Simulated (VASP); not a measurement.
Level of theory: PBEsol GGA, VASP's PBE PAW potentials (set 64) (plane waves; VASP).

The input files of a VASP run:

### POSCAR
```
BaF2
4.3673330
  0.0000000000   0.7071067170   0.7071067170
  0.7071067170   0.0000000000   0.7071067170
  0.7071067170   0.7071067170   0.0000000000
Ba F
1 2
Cartesian
  0.0000000000   0.0000000000   0.0000000000
  0.3535533585   0.3535533585   0.3535533585
  1.0606600755   1.0606600755   1.0606600755
```

### INCAR
```
! general
SYSTEM =BaF2
PREC   =Accurate
ENCUT  =520
LREAL  =.FALSE.   ! projection in real space or not
LASPH  =.TRUE.   ! aspherical one-centre terms
ICHARG =11   ! fixed density

! electronic loop
EDIFF  =1E-7
NELM   =100   ! most electronic steps
ALGO   =Normal   ! blocked Davidson
LMAXMIX=4

! smearing
ISMEAR =0   ! Gaussian
SIGMA  =0.05   ! width (eV)

! functional
GGA    =PS   ! PBEsol

! output
LWAVE  =.FALSE.
LCHARG =.FALSE.
LORBIT =11
```

KPOINTS:
```
k-points along high-symmetry lines
15
Line-mode
Reciprocal
  0.000000   0.000000   0.000000 ! GAMMA
  0.500000   0.000000   0.500000 ! X

  0.500000   0.000000   0.500000 ! X
  0.625000   0.250000   0.625000 ! U

  0.375000   0.375000   0.750000 ! K
  0.000000   0.000000   0.000000 ! GAMMA

  0.000000   0.000000   0.000000 ! GAMMA
  0.500000   0.500000   0.500000 ! L

  0.500000   0.500000   0.500000 ! L
  0.500000   0.250000   0.750000 ! W

  0.500000   0.250000   0.750000 ! W
  0.500000   0.000000   0.500000 ! X
```

POTCAR, in this order: Ba_sv F (PBE.64 set). Program: vasp_std. Read from the step before: CHGCAR.

Output

### OSZICAR
```
       N       E                     dE             d eps       ncg     rms          rms(c)
DAV:   1     0.153020382113E+03    0.15302E+03   -0.13106E+04  2880   0.140E+03
DAV:   2    -0.111085593812E+02   -0.16413E+03   -0.16040E+03  4040   0.282E+02
DAV:   3    -0.175433775021E+02   -0.64348E+01   -0.64291E+01  3704   0.643E+01
DAV:   4    -0.176555772952E+02   -0.11220E+00   -0.11218E+00  4112   0.695E+00
DAV:   5    -0.176579710555E+02   -0.23938E-02   -0.23937E-02  3728   0.641E-01
DAV:   6    -0.176580059952E+02   -0.34940E-04   -0.34940E-04  4064   0.617E-02
DAV:   7    -0.176580065457E+02   -0.55053E-06   -0.55052E-06  3616   0.597E-03
DAV:   8    -0.176580065656E+02   -0.19909E-07   -0.19929E-07  3056   0.877E-04
   1 F= -.17658007E+02 E0= -.17658007E+02  d E =-.532961E-15
```

OUTCAR:
```
 val. band max:       -2.1385288258   @ k =   0.2143   0.2143   0.4286

 cond. band min:       4.5320597839   @ k =   0.0000   0.0000   0.0000



 k-point     1 :       0.0000    0.0000    0.0000
  band No.  band energies     occupation
      1     -25.1931      2.00000
      2     -20.9686      2.00000
      3     -20.9095      2.00000
      4     -10.0053      2.00000
      5     -10.0053      2.00000
      6     -10.0053      2.00000
      7      -3.7079      2.00000
      8      -3.7079      2.00000
      9      -3.7079      2.00000
     10      -2.2281      2.00000
     11      -2.2281      2.00000
     12      -2.2281      2.00000
     13       4.5321      0.00000
     14       7.0057      0.00000
     15       7.0057      0.00000
     16       9.2741      0.00000

 k-point     2 :       0.0357    0.0000    0.0357
  band No.  band energies     occupation
      1     -25.1896      2.00000
      2     -20.9695      2.00000
      3     -20.9148      2.00000
      4     -10.0111      2.00000
      5     -10.0111      2.00000
      6     -10.0033      2.00000
      7      -3.6976      2.00000
      8      -3.6976      2.00000
      9      -3.6926      2.00000
     10      -2.2517      2.00000
     11      -2.2259      2.00000
     12      -2.2259      2.00000
     13       4.5736      0.00000
     14       6.9895      0.00000
     15       7.0199      0.00000
     16       9.2643      0.00000

 k-point     3 :       0.0714    0.0000    0.0714
  band No.  band energies     occupation
      1     -25.1791      2.00000
      2     -20.9744      2.00000
      3     -20.9285      2.00000
      4     -10.0281      2.00000
      5     -10.0281      2.00000
      6      -9.9976      2.00000
      7      -3.6670      2.00000
      8      -3.6669      2.00000
      9      -3.6474      2.00000
     10      -2.3201      2.00000
     11      -2.2197      2.00000
     12      -2.2197      2.00000
     13       4.6957      0.00000
     14       6.9423      0.00000
...
```

The density is held fixed in this step, so its total energy and stress have no physical meaning. Unless said otherwise, spin-orbit coupling is left out, though it shifts the bands of the heavy elements here.

The compound is BaF2 in the fluorite structure. It was relaxed first.
